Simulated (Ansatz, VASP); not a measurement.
**Two plane-wave programs on Ir**

The input POSCAR:

```
Ir
1.0
    0.0000000000      1.8955305200      1.8955305200
    1.8955305200      0.0000000000      1.8955305200
    1.8955305200      1.8955305200      0.0000000000
Ir
1
Direct
    0.0000000000      0.0000000000      0.0000000000
```

Contents of INCAR.step1:

```
SYSTEM = Ir
ALGO = Normal ; EDIFF = 1E-4
ENCUT = 600 ; GGA = PE
ISMEAR = -1 ; LASPH = .True.
LCHARG = .False. ; LREAL = .False.
LWAVE = .True. ; NELM = 100
PREC = Accurate ; SIGMA = 0.1
```

File INCAR.step2:

```
SYSTEM = Ir
ALGO = Normal ; EDIFF = 1E-7
EDIFFG = -0.01 ; ENCUT = 600
IBRION = 2 ; ISIF = 3
ISMEAR = -1 ; ISTART = 1
LASPH = .True. ; LCHARG = .False.
LMIXTAU = .True. ; LREAL = .False.
LWAVE = .False. ; METAGGA = R2SCAN
NELM = 100 ; NSW = 60
PREC = Accurate ; SIGMA = 0.1
```

The input KPOINTS:

```
k-points
0
Gamma
  8 8 8
  0 0 0
```

Input for Ansatz:

```yaml
crystal:
  lattice:
    - [0.0, 1.89553052, 1.89553052]
    - [1.89553052, 0.0, 1.89553052]
    - [1.89553052, 1.89553052, 0.0]
  atoms:
    - { symbol: Ir, position: [0.0, 0.0, 0.0] }
  symmetry: { tolerance: 0.0003 }
kpoints:
  mp_grid: { grid: [8, 8, 8], shift: [0, 0, 0] }
magnetization:
  spin_polarized: false
scf:
  occupations: { method: fermi_dirac }
hamiltonian:
  pseudopotentials: { kind: paw }
  xc: r2scan
basis:
  ecutwfc: 500
output:
  forces: true
  stress: true
  eigenvalues: true
relax:
  max_steps: 40
  cell: {}
```

Alike in both runs: task relaxation of cell and atoms; functional r2SCAN; k mesh 8 × 8 × 8; no spin polarisation.

|  | VASP | Ansatz |
| --- | --- | --- |
| version | VASP 6.6.1 | Ansatz 0.2.0 |
| potentials or method | VASP PAW PBE potentials, release 64 (Ir) | PAW plane waves |
| plane-wave cutoff (eV) | 600 | 500 |
| occupations | fermi-dirac, width 0.1 eV | fermi-dirac |
| valence electrons in the cell | 9 | 17 |

```csv
,VASP,Ansatz,Ansatz less VASP
"gap on the k mesh at the Fermi level, each at its own relaxed structure (eV)",none,none,-
relaxed volume (Å³/atom),14.36,14.27,-0.092
relaxed cell length with the largest relative difference (Å),2.728,2.722,-0.0059
energy change over the relaxation (meV/atom),-49,-37,+11.9
```

A gap of «none» marks a metal or a gap that the smearing closes. The two sets of potentials don't hold the same shells in valence.

Caveats: the PAW data sets were made with another functional, which shifts forces and pressure a little (VASP). Zero-point motion and thermal expansion aren't in these numbers. Spin-orbit coupling is left out, which matters for the levels of Ir.
